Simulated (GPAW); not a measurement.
**MgO: single point with PBE**

The system is MgO.

```
CELL_PARAMETERS angstrom
0.00000 2.09700 2.09700
2.09700 0.00000 2.09700
2.09700 2.09700 0.00000
ATOMIC_POSITIONS crystal
Mg 0.00000 0.00000 0.00000
O 0.50000 0.50000 0.50000
```

The cell is a database's computed one.

* Program: GPAW 26.7.0
* Task: single point
* Functional: PBE
* Potentials or basis: GPAW PAW data sets (gpaw-data 1.2.1)
* Cutoff: 1200 eV
* Basis: pw
* k mesh: 9 × 9 × 9
* Occupations: fermi-dirac, width 0.05 eV
* Spin: no spin polarisation
* Maxiter: 60

| Item | Value |
| --- | --- |
| Pressure | 7.1 GPa |
| Band gap on the k mesh | 4.89 eV, direct |

Levels at points of the mesh, in eV from the valence-band top:
```csv
k point,band 6,band 7,band 8,band 9,band 10,band 11
"(0.00, 0.00, 0.00)",0.00,0.00,0.00,4.89,15.91,15.91
```

It took 20 s on 1 thread of Arm Neoverse V1, with other jobs on the host, peak memory 0.17 GiB.

Expect the measured gap to be larger: semilocal functionals such as PBE lack the derivative discontinuity.
